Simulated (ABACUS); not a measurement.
# MnSb (P6_3/mmc) in ABACUS: reference runs, part 2 of 2

ABACUS 3.10.1. Earlier steps stand in the parts before.

## 3. Single point, PBE, collinear spin, ferromagnetic start (atoms moved at random, drawn with an rms of 0.05 Å)

File INPUT:

```
INPUT_PARAMETERS
suffix              MnSb
calculation         scf
basis_type          pw
pseudo_dir          ./
symmetry            1
dft_functional      pbe
ecutwfc             97
pseudo_rcut         10
nspin               2
nbands              40
ks_solver           dav
smearing_method     fd
smearing_sigma      0.00367493
scf_thr             1e-08
scf_nmax            100
mixing_type         broyden
mixing_beta         0.4
cal_force           1
cal_stress          1
out_chg             1
out_pot             2
out_elf             1
```

File STRU:

```
ATOMIC_SPECIES
Sb 121.7600 Sb.upf
Mn 54.9380 Mn.upf

LATTICE_CONSTANT
1.8897261246

LATTICE_VECTORS
4.1500000000 0.0000000000 0.0000000000
-2.0750000000 3.5940054257 0.0000000000
0.0000000000 0.0000000000 5.7800000000

ATOMIC_POSITIONS
Direct

Sb
0.0
2
0.6631190000 0.3273600000 0.7572580000 1 1 1 mag 0
0.3446940000 0.6749800000 0.2463650000 1 1 1 mag 0

Mn
0.0
2
-0.0075430000 -0.0023250000 0.5055350000 1 1 1 mag 4
-0.0167870000 -0.0001740000 -0.0046950000 1 1 1 mag 4
```

File KPT:

```
K_POINTS
0
Gamma
7 7 5 0 0 0
```

Potentials or basis: PseudoDojo NC SR 0.4.1 PBE standard, plane waves.

On the command line:

```bash
$ OMP_NUM_THREADS=1 mpirun -np 4 abacus > log
```

running log:

```text
ABACUS v3.10.1

               Atomic-orbital Based Ab-initio Computation at UStc

 ------------------------------------------------------------------------------------

 READING GENERAL INFORMATION
                           global_out_dir = OUT.MnSb/
                           global_in_card = INPUT
                               pseudo_dir = ./
                              orbital_dir =
                                    DSIZE = 4
                                    GSIZE = 1

 READING UNITCELL INFORMATION
                                    ntype = 2
                  lattice constant (Bohr) = 1.88973
              lattice constant (Angstrom) = 1

 READING ATOM TYPE 1
                               atom label = Sb
                      L=0, number of zeta = 1
                      L=1, number of zeta = 1
                      L=2, number of zeta = 1
             number of atom for this type = 2
               magnetization of element 1 = 0

 READING ATOM TYPE 2
                               atom label = Mn
                      L=0, number of zeta = 1
                      L=1, number of zeta = 1
                      L=2, number of zeta = 1
             number of atom for this type = 2
               magnetization of element 2 = 4

                        TOTAL ATOM NUMBER = 4
DIRECT COORDINATES
    atom                   x                   y                   z     mag                  vx                  vy                  vz
taud_Sb1            0.6631190000        0.3273600000        0.7572580000  0.0000        0.0000000000        0.0000000000        0.0000000000
taud_Sb2            0.3446940000        0.6749800000        0.2463650000  0.0000        0.0000000000        0.0000000000        0.0000000000
taud_Mn1            0.9924570000        0.9976750000        0.5055350000  4.0000        0.0000000000        0.0000000000        0.0000000000
taud_Mn2            0.9832130000        0.9998260000        0.9953050000  4.0000        0.0000000000        0.0000000000        0.0000000000

                          Volume (Bohr^3) = 581.77
                             Volume (A^3) = 86.2093

 Lattice vectors: (Cartesian coordinate: in unit of a_0)
                +4.15                  +0                  +0
               -2.075            +3.59401                  +0
                   +0                  +0               +5.78
 Reciprocal vectors: (Cartesian coordinate: in unit of 2 pi/a_0)
            +0.240964           +0.139121                  -0
                   -0           +0.278241                  -0
                   +0                  -0            +0.17301
 The esolver type has been set to : ksdft_pw

                PAO radial cut off (Bohr) = 10

 Read in pseudopotential file is Sb.upf
                     pseudopotential type = NC
          exchange-correlation functional = PBE
                 nonlocal core correction = 1
                        valence electrons = 15
                                     lmax = 2
                           number of zeta = 3
                     number of projectors = 6
                           L of projector = 0
[... 5 lines left out ...]
                PAO radial cut off (Bohr) = 10

 Read in pseudopotential file is Mn.upf
                     pseudopotential type = NC
          exchange-correlation functional = PBE
                 nonlocal core correction = 1
                        valence electrons = 15
                                     lmax = 2
                           number of zeta = 4
[... 5 lines left out ...]
                           L of projector = 2
                           L of projector = 2
     initial pseudo atomic orbital number = 38
 The readin total magnetization is 8

 SETUP THE ELECTRONS NUMBER
            electron number of element Sb = 15
      total electron number of element Sb = 30
            electron number of element Mn = 15
      total electron number of element Mn = 30
            AUTOSET number of electrons:  = 60
                           occupied bands = 30
                                   NBANDS = 40
                                   NLOCAL = 36

%%%%%%%%%%%%%%%%%%%%%%%%%%%%%%%%%%%%%%%%%%%%%%%%%%%%%%%%%%%%%%%%%%%%%%%%%%%%%%%%%%%%%%%%%%%%%%%%%%%%%%%%%%
[... 136 lines left out ...]
                    number of plane waves = 11623
                         number of sticks = 475

 PARALLEL PW FOR WAVE FUNCTIONS
     PROC   COLUMNS(POT)             PW
        1            119           2907
        2            119           2907
        3            119           2907
        4            118           2902
 --------------- sum -------------------
        4            475          11623

 SETUP NONLOCAL PSEUDOPOTENTIALS IN PLANE WAVE BASIS
 Sb non-local projectors:
 projector 1 L=0
 projector 2 L=0
 projector 3 L=1
 projector 4 L=1
 projector 5 L=2
 projector 6 L=2
 Mn non-local projectors:
 projector 1 L=0
 projector 2 L=0
 projector 3 L=1
 projector 4 L=1
 projector 5 L=2
 projector 6 L=2
      TOTAL NUMBER OF NONLOCAL PROJECTORS = 72

 Init Non-Local PseudoPotential table :
 Init Non-Local-Pseudopotential done.

                                     npwx = 2382

 Make real space PAO into reciprocal space.
       max mesh points in Pseudopotential = 1001
     dq(describe PAO in reciprocal space) = 0.01
                                    max q = 1186

 number of pseudo atomic orbitals for Sb is 3
WARNING: norm of atomic wavefunction # 3 of atomic type Sb is 0.999907, renormalized

 number of pseudo atomic orbitals for Mn is 4
WARNING: norm of atomic wavefunction # 4 of atomic type Mn is 0.999871, renormalized

 -------------------------------------------
 SELF-CONSISTENT
 -------------------------------------------
                                 init_chg = atomic

 PW ALGORITHM --------------- ION=   1  ELEC=   1--------------------------------

 Notice: Threshold on eigenvalues was too large.
 hsover_error=0.6 > DRHO=0.529758
 Origin diag ethr = 0.01
 New diag ethr = 0.00088293
          total magnetism (Bohr mag/cell) = 6.28744
       absolute magnetism (Bohr mag/cell) = 6.98539
                        nelec for spin up = 33.1437
                      nelec for spin down = 26.8563

 Density error is 0.527460022908
                          Error Threshold = 0.000882930073919
----------------------------------------------------------
     Energy           Rydberg                 eV
----------------------------------------------------------
 E_KohnSham     -799.3253649897      -10875.3795197899
 E_Harris       -789.3692168532      -10739.9191750012
 E_Fermi        0.8619135816         11.7269358936
----------------------------------------------------------
[... 167 lines left out ...]
 Density error is 5.27932414752e-09
                          Error Threshold = 6.41297350721e-11
----------------------------------------------------------
     Energy           Rydberg                 eV
----------------------------------------------------------
 E_KohnSham     -799.4998130223      -10877.7530070376
 E_KS(sigma->0) -799.4990850101      -10877.7431019237
 E_Harris       -799.5004089374      -10877.7611148787
 E_band         -60.2807748638       -820.1620180029
 E_one_elec     -369.3506191995      -5025.2729809416
 E_Hartree      214.7473853950       2921.7880719740
 E_xc           -164.3738261913      -2236.4206382628
 E_Ewald        -480.5212970021      -6537.8276495794
 E_entropy(-TS) -0.0014560244        -0.0198102278
 E_descf        0.0000000000         0.0000000000
 E_exx          0.0000000000         0.0000000000
 E_Fermi        0.9114636881         12.4010996786
----------------------------------------------------------

 charge density convergence is achieved
 final etot is -10877.753007 eV
 EFERMI = 12.401099679 eV
The vacuum level is 8.0313918173 eV

 STATE ENERGY(eV) AND OCCUPATIONS    NSPIN == 2
SPIN UP :
 1/123 kpoint (Cartesian) = 0.0000 0.0000 0.0000 (2341 pws)
       1       -68.6611     0.00408163
       2       -68.6206     0.00408163
       3       -37.6200     0.00408163
       4       -37.6120     0.00408163
       5       -37.5793     0.00408163
       6       -37.5720     0.00408163
[... 242 lines left out ...]
      39        17.6609    1.68225e-48
      40        18.6556    3.85414e-57

[... levels at 240 further k points ...]

------------------------------------------------------------------------------------------
 TOTAL-FORCE (eV/Angstrom)
------------------------------------------------------------------------------------------
                       Sb1        -0.2774301227         0.1246538430        -0.1997651866
                       Sb2        -0.4296816336        -0.2101816676         0.1359539937
                       Mn1         0.2194473969         0.0584280035        -0.2296947823
                       Mn2         0.4876643594         0.0270998211         0.2935059753
------------------------------------------------------------------------------------------

----------------------------------------------------------------
 TOTAL-STRESS (KBAR)
----------------------------------------------------------------
       -12.5676309566         1.3967612219         0.2187385102
         1.3967612218       -21.0132882423        -1.3810827780
         0.2187385102        -1.3810827780       -24.7598195072
----------------------------------------------------------------
 TOTAL-PRESSURE: -19.446913 KBAR

 --------------------------------------------
 !FINAL_ETOT_IS -10877.7530070375833020 eV
 --------------------------------------------
```

It took 8.6 min on 4 MPI ranks of Intel Xeon Platinum 8488C (Sapphire Rapids), shared host; peak memory 1.8 GiB.

Results:

| Quantity | Value |
| --- | --- |
| Free energy | -10877.7530 eV |
| Pressure | -1.9 GPa |
| Largest force | 0.570 eV/Å |
| Band gap on the k mesh | none (metal or under the smearing width) |
| Net moment | 6.84 μB per cell |
| Absolute moment | 7.77 μB per cell |

Forces on the atoms (eV/Å):
```
Sb  -0.277  0.125 -0.200
Sb  -0.430 -0.210  0.136
Mn   0.219  0.058 -0.230
Mn   0.488  0.027  0.294
```

Stress tensor (GPa, compression positive):
```
-1.26  0.14  0.02
 0.14 -2.10 -0.14
 0.02 -0.14 -2.48
```

Caveat: only a ferromagnetic start was run, and an antiferromagnetic order may lie lower in energy.
